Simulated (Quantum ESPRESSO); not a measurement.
GaN under changes of volume

One of the cells (11.444 Å³/atom); the others are scaled copies at fixed shape and fractional positions:

```
CELL_PARAMETERS angstrom
0.00000 2.25350 2.25350
2.25350 0.00000 2.25350
2.25350 2.25350 0.00000
ATOMIC_POSITIONS crystal
Ga 0.00000 0.00000 0.00000
N 0.25000 0.25000 0.25000
```

The cell is a database's computed one.

```yaml
Program: Quantum ESPRESSO 7.5
Functional: PBEsol
Potentials_or_basis: PseudoDojo 0.4 FR PBEsol standard
Cutoff: 1143 eV
Density_cutoff: 4572 eV
k_mesh: 10 × 10 × 10
Occupations: fermi-dirac, width 0.05 eV
Spin: spin-orbit coupling, no magnetisation
```

```tsv
volume (Å³/atom)	energy over the lowest point (meV/atom)	pressure (GPa)	gap on the mesh (eV)
10.757	23.06	12.2	2.10
10.986	9.06	7.4	1.97
11.215	1.60	3.1	1.83
11.444	0.00	-0.8	1.70
11.673	3.67	-4.3	1.57
11.902	12.07	-7.4	1.45
12.131	?	?	?
```

Q: What does the run at 12.131 Å³/atom give?

A: Energy over the lowest point 24.71 meV/atom; pressure -10.2 GPa; gap on the mesh 1.33 eV.

Worked out: A Birch-Murnaghan fit of order 3 (a polynomial in V^(-2/3)) to the other rows has its minimum at 11.40 Å³/atom with B0 = V·E''(V) = 187 GPa and B' = 4.4. It gives 24.72 meV/atom at 12.131 Å³/atom, against the run's 24.71, and -dE/dV = -10.2 GPa, against -10.2. A straight line through the other rows of the gap, of slope -6.47 eV per unit of ln V (its deformation potential), extrapolates to 1.32 eV, against the run's 1.33.

Energies are extrapolated to zero smearing.
